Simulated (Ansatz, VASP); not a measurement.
# Two plane-wave programs on Al

The input INCAR:

```
SYSTEM = Al
PREC = Accurate
ENCUT = 520
EDIFF = 1E-6
ISMEAR = 0
SIGMA = 0.1
LREAL = .False.
LASPH = .True.
NELM = 60
ALGO = Normal
ISIF = 2
LWAVE = .False.
LCHARG = .False.
GGA = PE
NBANDS = 8
```

The input KPOINTS:

```
Automatic mesh
0
Gamma
  24 24 24
  0 0 0
```

File POSCAR:

```
Al
1.0
    0.0000000000      2.0197660491      2.0197660491
    2.0197660491      0.0000000000      2.0197660491
    2.0197660491      2.0197660491      0.0000000000
Al
1
Direct
    0.5000000000      0.5000000000      0.5000000000
```

Input for Ansatz:

```yaml
crystal:
  lattice:
    - [0.0, 2.0197660491, 2.0197660491]
    - [2.0197660491, 0.0, 2.0197660491]
    - [2.0197660491, 2.0197660491, 0.0]
  atoms:
    - { symbol: Al, position: [0.5, 0.5, 0.5] }
basis:
  ecutwfc: 420
kpoints:
  mp_grid: { grid: [24, 24, 24] }
  band_path:
    path:
      - [[0.0, 0.0, 0.0], [0.5, 0.0, 0.5], [0.625, 0.25, 0.625]]
      - [[0.375, 0.375, 0.75], [0.0, 0.0, 0.0], [0.5, 0.5, 0.5], [0.5, 0.25, 0.75], [0.5, 0.0, 0.5]]
    npoints: 14
hamiltonian:
  xc: pbe
scf:
  occupations: { method: gaussian, width: 0.1 }
  n_extra_bands: 6
output:
  forces: true
  stress: true
  eigenvalues: true
  populations: true
  dos: { projected: true, de: 0.02, nscf_kmesh: { grid: [29, 29, 29] } }
  bader: true
  write_density: true
  write_potential: true
  elf: true
  volumetric_format: npy
```

The cell was built by a generator and needn't be a form met in nature.

Alike in both runs: task single point; functional PBE; k mesh 24 × 24 × 24; occupations gaussian, width 0.1 eV; no spin polarisation.

|  | VASP | Ansatz |
| --- | --- | --- |
| version | VASP 6.6.1 | Ansatz 0.2.0 |
| potentials or method | VASP PAW PBE potentials, release 64 (Al) | scalar-relativistic, plane waves, PAW |
| plane-wave cutoff (eV) | 520 | 420 |
| valence electrons in the cell | 3 | 3 |

```csv
,VASP,Ansatz,Ansatz less VASP
gap on the k mesh at the Fermi level (eV),none,none,-
pressure (GPa),0.0,0.0,+0.04
```

A gap of «none» marks a metal or a gap that the smearing closes. With one functional, cell and mesh, what is left measures potentials, basis and numerics.
